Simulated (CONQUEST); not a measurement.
# CdO (Monteponite) under changes of volume

One of the cells (13.229 Å³/atom); the others are scaled copies at fixed shape and fractional positions:

```
Cd O
1.0
     3.34470    0.00000    0.00000
     0.00000    3.34470    0.00000
     0.00000    0.00000    4.73012
Cd O
2 2
Direct
  0.00000 0.00000 0.00000
  0.50000 0.50000 0.50000
  0.00000 0.00000 0.50000
  0.50000 0.50000 0.00000
```

```yaml
Program: CONQUEST 1.3
Functional: LDA
Potentials_or_basis: PseudoDojo NC LDA, DZP, grid of 36 × 36 × 60 points
k_mesh: 8 × 8 × 6
Occupations: fermi-dirac, width 0.05 eV
Spin: no spin polarisation
```

| volume (Å³/atom) | energy over the lowest point (meV/atom) | pressure (GPa) |
| --- | --- | --- |
| 12.191 | 8.89 | 6.5 |
| 12.710 | 0.00 | -0.9 |
| 12.970 | ? | ? |
| 13.229 | 12.12 | -6.2 |
| 13.488 | 24.38 | -8.6 |
| 13.748 | 39.75 | -10.5 |

Problem. What does the run at 12.970 Å³/atom give?

Solution. Energy over the lowest point 4.11 meV/atom; pressure -3.8 GPa.

Worked out: A Birch-Murnaghan fit of order 3 (a polynomial in V^(-2/3)) to the other rows has its minimum at 12.64 Å³/atom with B0 = V·E''(V) = 164 GPa and B' = 6.5. It gives 3.85 meV/atom at 12.970 Å³/atom, against the run's 4.11, and -dE/dV = -3.8 GPa, against -3.8.

Energies are extrapolated to zero smearing.

Caveats: the basis of atomic orbitals isn't converged, which shifts pressures, moduli and gaps; the real-space grid breaks the cell's symmetry a little (some runs).
